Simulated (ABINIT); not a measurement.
A run of ABINIT 10.8.3 (patched build):

File run.abi:

```
# Datasets
ndtset 2

# Pseudopotentials
pp_dirpath "./"
pseudos "Mn.upf, O.upf"

# Structure
acell 3*1.0
rprim
     0.0000000000     4.2124934220     4.2124934220
     4.2124934220     0.0000000000     4.2124934220
     4.2124934220     4.2124934220     0.0000000000
ntypat 2
znucl 25 8
natom 2
typat 1 2
chkprim 0
chksymtnons 0
tolsym 1.0e-6
xred
            0.0            0.0            0.0
            1/2            1/2            1/2

# Plane-wave basis
ecut 48.0
ecutsm 0.5

# k points
ngkpt 6 6 6
nshiftk 4
shiftk
     0.5000000000     0.5000000000     0.5000000000
     0.5000000000     0.0000000000     0.0000000000
     0.0000000000     0.5000000000     0.0000000000
     0.0000000000     0.0000000000     0.5000000000

# Exchange and correlation
ixc 11

# Bands and occupations
nband 20
occopt 3
tsmear 0.00183747

# Spin
nsppol 2
spinat
     0.0000000000     0.0000000000     4.0000000000
     0.0000000000     0.0000000000     0.0000000000

# SCF cycle
nstep 80

# Output
prteig 0
prtebands 0
prtwf 0
prtden 0
prtpot 0

# Dataset 1: ground state
kptopt1 1
tolvrs1 1.0e-15
prtwf1 1
tolwfr1 1.0e-14
nbdbuf1 4
nline1 6

# Dataset 2: response at q = 0 to atomic displacements
rfphon2 1
rfatpol2 1 2
rfdir2 1 1 1
getwfk2 1
kptopt2 2
nqpt2 1
qpt2 0.0 0.0 0.0
tolvrs2 1.0e-10
```

Contents of mrgddb.in:

```
merged_DDB
MnO
2
runo_DS1_DDB
runo_DS2_DDB
```

anaddb.abi

```
ddb_filepath "merged_DDB"
output_file "anaddb.abo"
outdata_prefix "ana"
asr 1
chneut 0
dipdip 0
dieflag 0
enunit 0
eivec 1
nph1l 1
qph1l 0.0 0.0 0.0 1.0
```

Potentials or basis: PseudoDojo NC SR PBE v0.4.1 standard.

Run with:

```console
$ abinit run.abi > log 2>&1
$ mrgddb < mrgddb.in > mrgddb.log 2>&1
$ anaddb anaddb.abi > anaddb.log 2>&1
```

Hardware: 1 thread of Arm Neoverse V1, with other jobs on the host.

Question: How long does it take, and how much memory?

Answer: Run time: 20 min on 1 thread of Arm Neoverse V1, on a shared host, peak memory 0.71 GiB. Counts: scf iterations 43, mpi ranks 1, k points 28, bands 20, plane waves 2393.
